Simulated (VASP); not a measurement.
# HgTe (Fm-3m) in VASP: a series of runs, part 2 of 2

VASP 6.6.1. The steps go on from the part before.

**6. Summary**

| potentials or basis | k mesh | cutoff (eV) | smearing | mesh quality | gap on the mesh (eV) | pressure (GPa) |
| --- | --- | --- | --- | --- | --- | --- |
| VASP PAW PBE potentials, release 64 (Hg_sv_GW, Te_GW) | 4 × 4 × 4 | 450 | gaussian 0.02 eV | coarse | none | -3.8 |
| VASP PAW PBE potentials, release 64 (Hg, Te) | 7 × 7 × 7 | 500 | gaussian 0.02 eV | not flagged | none | -3.7 |
| VASP PAW PBE potentials, release 64 (Hg, Te) | 7 × 7 × 7 | 520 | fermi-dirac 0.05 eV | not flagged | none | -3.7 |

Alike in all rows: task single point; level PBE; no spin polarisation; cell as given.

Caveats: some runs use coarse meshes.

Total energies depend on the potentials used, so only differences within one code and one set of settings carry meaning.
